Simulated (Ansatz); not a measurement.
InSe, 8 atoms in the cell. It takes space group P6_3/mmc (No. 194, hexagonal). Conventional cell: a = 4.050 Å, b = 4.050 Å, c = 16.930 Å, α = 90.00°, β = 90.00°, γ = 120.00°. In (site symmetry 3m) is surrounded by 3 Se at 2.52 Å. Se (site symmetry 3m) is surrounded by 3 In at 2.52 Å. 

| Property | Result |
| --- | --- |
| Program | Ansatz 0.2.0 |
| Task | relaxation of cell and atoms |
| Functional | r2SCAN |
| Potentials or basis | Ansatz PAW |
| Cutoff | 500 eV (not typed: the program's choice for these potentials) |
| k mesh | 8 × 8 × 2 |
| Occupations | fermi-dirac, width 0.05 eV |
| Spin | no spin polarisation |

Potentials or basis: Ansatz PAW.

The run is started by

```sh
$ ansatz run input.yaml --threads 4 --pin off --max-ram 11264MiB --backend cpu --events-out ev --progress --plain --runs-dir out
```

Hardware: 4 threads of Intel(R) Xeon(R) Processor @ 2.50GHz (Skylake/Cascade Lake), on a shared host.

Q: Estimate the wall time of this run.

A: Run time: 2.2 min on 4 threads of Intel(R) Xeon(R) Processor @ 2.50GHz (Skylake/Cascade Lake) (shared host), peak memory 1.5 GiB. Counts: scf iterations 46, plane waves 6309, k points 20, bands 70, ion steps 7.
